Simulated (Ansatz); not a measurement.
**Sn: the crystal squeezed far**

Aim: compress Sn (sc type) step by step, far beyond the usual range, and follow pressure and electronic structure. The runs shown use LAPW, crystal datasets and norm-conserving. Companion runs by PAW are cited. Its runs: the reference run (LAPW); volume scaled by 1 (crystal datasets and norm-conserving); volume scaled by 0.92 (LAPW and norm-conserving); volume scaled by 0.84 (LAPW); volume scaled by 0.76 (LAPW and norm-conserving); volume scaled by 0.68 (LAPW and norm-conserving); volume scaled by 0.6 (LAPW and crystal datasets); volume scaled by 0.52 (LAPW); volume scaled by 0.45 (LAPW, crystal datasets and norm-conserving).

Computed with Ansatz 0.2.0 (DFT PBE, with the methods named in each step, unless a step's input says otherwise).

## 1. The structure to begin with

It takes space group Pm-3m (No. 221, cubic). The conventional cell has a = 3.090 Å, b = 3.090 Å, c = 3.090 Å, α = 90.00°, β = 90.00°, γ = 90.00°. Sn (site symmetry m-3m) is surrounded by 6 Sn at 3.09 Å.

As a file:

```
CELL_PARAMETERS angstrom
3.09015 0.00000 0.00000
0.00000 3.09015 0.00000
0.00000 0.00000 3.09015
ATOMIC_POSITIONS crystal
Sn 0.00000 0.00000 0.00000
```

Whether this phase is the stable one at these pressures isn't tested.

## 2. The reference volume, LAPW

input.yaml

```yaml
crystal:
  lattice:
    - [3.0901547768, 0.0, 0.0]
    - [0.0, 3.0901547768, 0.0]
    - [0.0, 0.0, 3.0901547768]
  atoms:
    - { symbol: Sn, position: [0.0, 0.0, 0.0] }
kpoints:
  mp_grid: { grid: [12, 12, 12] }
  band_path:
    path:
      - [0.0, 0.0, 0.0]
      - [0.0, 0.5, 0.0]
      - [0.5, 0.5, 0.0]
      - [0.0, 0.0, 0.0]
      - [0.5, 0.5, 0.5]
      - [0.0, 0.5, 0.0]
      - [0.5, 0.5, 0.5]
      - [0.5, 0.5, 0.0]
    npoints: 14
scf:
  occupations: { method: fermi_dirac, width: 0.08 }
hamiltonian:
  xc: pbe
  pseudopotentials: { kind: all_electron, lapw: { basis_error: 0.001 } }
output:
  forces: true
  stress: true
  eigenvalues: true
  populations: true
  dos: { projected: true, de: 0.2, e_range: [-14, 8] }
```

Launch:

```
$ ansatz run input.yaml --threads 1 --pin off --max-ram 2048MiB --backend cpu --events-out ev --progress --plain --runs-dir out
```

## 3. Volume scaled by 1, crystal datasets

input.yaml

```yaml
crystal:
  lattice:
    - [3.0901547768, 0.0, 0.0]
    - [0.0, 3.0901547768, 0.0]
    - [0.0, 0.0, 3.0901547768]
  atoms:
    - { symbol: Sn, position: [0.0, 0.0, 0.0] }
kpoints:
  mp_grid: { grid: [12, 12, 12] }
scf:
  occupations: { method: fermi_dirac, width: 0.08 }
hamiltonian:
  xc: pbe
  pseudopotentials: { kind: all_electron, datasets: crystal }
output:
  forces: true
  stress: true
  eigenvalues: true
```

## 4. Volume scaled by 1, norm-conserving

input.yaml, as its differences from that of step 3:

```diff
@@ -13,3 +13,3 @@
   xc: pbe
-  pseudopotentials: { kind: all_electron, datasets: crystal }
+  pseudopotentials: { kind: nc }
 output:
```

## 5. Volume scaled by 0.92, LAPW

input.yaml

```yaml
crystal:
  lattice:
    - [3.0054500072, 0.0, 0.0]
    - [0.0, 3.0054500072, 0.0]
    - [0.0, 0.0, 3.0054500072]
  atoms:
    - { symbol: Sn, position: [0.0, 0.0, 0.0] }
kpoints:
  mp_grid: { grid: [12, 12, 12] }
scf:
  occupations: { method: fermi_dirac, width: 0.08 }
hamiltonian:
  xc: pbe
  pseudopotentials: { kind: all_electron, lapw: { basis_error: 0.001 } }
output:
  forces: true
  stress: true
  eigenvalues: true
  populations: true
```

## 6. Volume scaled by 0.92, norm-conserving

input.yaml, as its differences from that of step 5:

```diff
@@ -13,3 +13,3 @@
   xc: pbe
-  pseudopotentials: { kind: all_electron, lapw: { basis_error: 0.001 } }
+  pseudopotentials: { kind: nc }
 output:
@@ -18,2 +18 @@
   eigenvalues: true
-  populations: true
```

## 7. Volume scaled by 0.84, LAPW

input.yaml

```yaml
crystal:
  lattice:
    - [2.9156809177, 0.0, 0.0]
    - [0.0, 2.9156809177, 0.0]
    - [0.0, 0.0, 2.9156809177]
  atoms:
    - { symbol: Sn, position: [0.0, 0.0, 0.0] }
kpoints:
  mp_grid: { grid: [12, 12, 12] }
scf:
  occupations: { method: fermi_dirac, width: 0.08 }
hamiltonian:
  xc: pbe
  pseudopotentials: { kind: all_electron, lapw: { basis_error: 0.001 } }
output:
  forces: true
  stress: true
  eigenvalues: true
  populations: true
```

## 8. Volume scaled by 0.76, LAPW

input.yaml, as its differences from that of step 7:

```diff
@@ -2,5 +2,5 @@
   lattice:
-    - [2.9156809177, 0.0, 0.0]
-    - [0.0, 2.9156809177, 0.0]
-    - [0.0, 0.0, 2.9156809177]
+    - [2.8200150749, 0.0, 0.0]
+    - [0.0, 2.8200150749, 0.0]
+    - [0.0, 0.0, 2.8200150749]
   atoms:
```

## 9. Volume scaled by 0.76, norm-conserving

input.yaml, as its differences from that of step 8:

```diff
@@ -13,3 +13,3 @@
   xc: pbe
-  pseudopotentials: { kind: all_electron, lapw: { basis_error: 0.001 } }
+  pseudopotentials: { kind: nc }
 output:
@@ -18,2 +18 @@
   eigenvalues: true
-  populations: true
```

## 10. Volume scaled by 0.68, LAPW

input.yaml

```yaml
crystal:
  lattice:
    - [2.7173768428, 0.0, 0.0]
    - [0.0, 2.7173768428, 0.0]
    - [0.0, 0.0, 2.7173768428]
  atoms:
    - { symbol: Sn, position: [0.0, 0.0, 0.0] }
kpoints:
  mp_grid: { grid: [12, 12, 12] }
scf:
  occupations: { method: fermi_dirac, width: 0.08 }
hamiltonian:
  xc: pbe
  pseudopotentials: { kind: all_electron, lapw: { basis_error: 0.001 } }
output:
  forces: true
  stress: true
  eigenvalues: true
  populations: true
```

## 11. Volume scaled by 0.68, norm-conserving

input.yaml, as its differences from that of step 10:

```diff
@@ -13,3 +13,3 @@
   xc: pbe
-  pseudopotentials: { kind: all_electron, lapw: { basis_error: 0.001 } }
+  pseudopotentials: { kind: nc }
 output:
@@ -18,2 +18 @@
   eigenvalues: true
-  populations: true
```

## 12. Volume scaled by 0.6, LAPW

input.yaml

```yaml
crystal:
  lattice:
    - [2.6063374796, 0.0, 0.0]
    - [0.0, 2.6063374796, 0.0]
    - [0.0, 0.0, 2.6063374796]
  atoms:
    - { symbol: Sn, position: [0.0, 0.0, 0.0] }
kpoints:
  mp_grid: { grid: [12, 12, 12] }
scf:
  occupations: { method: fermi_dirac, width: 0.08 }
hamiltonian:
  xc: pbe
  pseudopotentials: { kind: all_electron, lapw: { basis_error: 0.001 } }
output:
  forces: true
  stress: true
  eigenvalues: true
  populations: true
```

## 13. Volume scaled by 0.6, crystal datasets

input.yaml, as its differences from that of step 12:

```diff
@@ -13,3 +13,3 @@
   xc: pbe
-  pseudopotentials: { kind: all_electron, lapw: { basis_error: 0.001 } }
+  pseudopotentials: { kind: all_electron, datasets: crystal }
 output:
@@ -18,2 +18 @@
   eigenvalues: true
-  populations: true
```

## 14. Volume scaled by 0.52, LAPW

input.yaml

```yaml
crystal:
  lattice:
    - [2.4849329818, 0.0, 0.0]
    - [0.0, 2.4849329818, 0.0]
    - [0.0, 0.0, 2.4849329818]
  atoms:
    - { symbol: Sn, position: [0.0, 0.0, 0.0] }
kpoints:
  mp_grid: { grid: [12, 12, 12] }
scf:
  occupations: { method: fermi_dirac, width: 0.08 }
hamiltonian:
  xc: pbe
  pseudopotentials: { kind: all_electron, lapw: { basis_error: 0.001 } }
output:
  forces: true
  stress: true
  eigenvalues: true
  populations: true
```

## 15. Volume scaled by 0.45, LAPW

input.yaml

```yaml
crystal:
  lattice:
    - [2.368014753, 0.0, 0.0]
    - [0.0, 2.368014753, 0.0]
    - [0.0, 0.0, 2.368014753]
  atoms:
    - { symbol: Sn, position: [0.0, 0.0, 0.0] }
kpoints:
  mp_grid: { grid: [12, 12, 12] }
  band_path:
    path:
      - [0.0, 0.0, 0.0]
      - [0.0, 0.5, 0.0]
      - [0.5, 0.5, 0.0]
      - [0.0, 0.0, 0.0]
      - [0.5, 0.5, 0.5]
      - [0.0, 0.5, 0.0]
      - [0.5, 0.5, 0.5]
      - [0.5, 0.5, 0.0]
    npoints: 8
scf:
  occupations: { method: fermi_dirac, width: 0.08 }
hamiltonian:
  xc: pbe
  pseudopotentials: { kind: all_electron, lapw: { basis_error: 0.001 } }
output:
  forces: true
  stress: true
  eigenvalues: true
  populations: true
  dos: { projected: true, de: 0.2, e_range: [-14, 8] }
```

## 16. Volume scaled by 0.45, crystal datasets

input.yaml

```yaml
crystal:
  lattice:
    - [2.368014753, 0.0, 0.0]
    - [0.0, 2.368014753, 0.0]
    - [0.0, 0.0, 2.368014753]
  atoms:
    - { symbol: Sn, position: [0.0, 0.0, 0.0] }
kpoints:
  mp_grid: { grid: [12, 12, 12] }
scf:
  occupations: { method: fermi_dirac, width: 0.08 }
hamiltonian:
  xc: pbe
  pseudopotentials: { kind: all_electron, datasets: crystal }
output:
  forces: true
  stress: true
  eigenvalues: true
```

## 17. Volume scaled by 0.45, norm-conserving

input.yaml, as its differences from that of step 16:

```diff
@@ -13,3 +13,3 @@
   xc: pbe
-  pseudopotentials: { kind: all_electron, datasets: crystal }
+  pseudopotentials: { kind: nc }
 output:
```

(Steps that only read results are left out.)

Q: Predict the outcome of this session. Wanted: LAPW pressure at 0.45 of the volume; PAW pressure at 0.45 of the volume; PAW; crystal datasets pressure at 0.45 of the volume; norm-conserving pressure at 0.45 of the volume; fitted bulk modulus at zero pressure.

**Answer**, as computed:

```
                                       quantity      value
            LAPW pressure at 0.45 of the volume  250.7 GPa
             PAW pressure at 0.45 of the volume  251.0 GPa
PAW (core large) pressure at 0.45 of the volume  251.0 GPa
crystal datasets pressure at 0.45 of the volume  250.7 GPa
 norm-conserving pressure at 0.45 of the volume  251.9 GPa
    fitted bulk modulus at zero pressure (LAPW)     49 GPa
                        its pressure derivative       4.60
```

In words: At 0.45 of the starting volume LAPW gives 251 GPa. A third-order Birch-Murnaghan curve fits the range only roughly (B₀ = 49 GPa, B′ = 4.60, misfit at most 1.02 GPa). A fit over so wide a range leans to the high pressures, so B₀ can be off by several per cent. Where LAPW's pressure is over 3 GPa, PAW's departs from it by at most 0.1 %, at 0.45 of the volume. The ions are at rest, and the electrons smeared by 0.08 eV.
